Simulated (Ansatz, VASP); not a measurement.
PbS: VASP beside Ansatz

INCAR

```
PREC = Accurate
ENCUT = 520
EDIFF = 1E-7
ISMEAR = -1
SIGMA = 0.05
LREAL = False
LASPH = True
NELM = 80
ALGO = Normal
ISIF = 2
LWAVE = False
LCHARG = False
GGA = PE
NBANDS = 17
```

KPOINTS

```
regular mesh
0
Gamma
  8 8 8
```

Contents of POSCAR:

```
PbS
1.0
    2.1540969647      1.2436684624      3.5196180723
   -2.1540969647      1.2436684624      3.5196180723
    0.0000000000     -2.4873369248      3.5196180723
Pb S
1 1
Direct
    0.9805657800      0.9805657800      0.9805657800
    0.4750355500      0.4750355500      0.4750355500
```

Contents of input.yaml:

```yaml
crystal:
  lattice:
    - [2.1540969647, 1.2436684624, 3.5196180723]
    - [-2.1540969647, 1.2436684624, 3.5196180723]
    - [0.0, -2.4873369248, 3.5196180723]
  atoms:
    - { symbol: Pb, position: [0.98056578, 0.98056578, 0.98056578] }
    - { symbol: S, position: [0.47503555, 0.47503555, 0.47503555] }
kpoints:
  mp_grid: { grid: [8, 8, 8] }
scf:
  occupations: { method: fermi_dirac, width: 0.05 }
hamiltonian:
  xc: pbe
  pseudopotentials: { kind: all_electron, lapw: { basis_error: 0.0005 } }
output:
  forces: true
  stress: true
  eigenvalues: true
```

Change from the starting cell: volume scaled by 1.06.

Alike in both runs: task single point; functional PBE; k mesh 8 × 8 × 8; occupations fermi-dirac, width 0.05 eV; no spin polarisation.

|  | VASP | Ansatz |
| --- | --- | --- |
| version | VASP 6.6.1 | Ansatz 0.2.0 |
| potentials or method | VASP PAW PBE potentials, release 64 (Pb_d, S) | all-electron LAPW, scalar-relativistic |
| plane-wave cutoff (eV) | 520 | see its input |

|  | VASP | Ansatz | Ansatz less VASP |
| --- | --- | --- | --- |
| gap on the k mesh at the Fermi level (eV) | 0.64 | 0.63 | -0.007 |
| least direct gap on the mesh (eV) | 0.64 | 0.63 | -0.007 |
| pressure (GPa) | -2.1 | -2.0 | +0.08 |
| rms of the force components (eV/Å) | 0.006 | 0.006 | +0.0002 |

Atom by atom the forces differ by 0.000 eV/Å (rms over components). Ansatz ran all-electron here, so the differences hold the error of VASP's frozen core and of both bases.

Caveats: spin-orbit coupling is left out, which as a rule narrows the gap of such compounds by several tenths of an eV. A k mesh can miss the band edges.
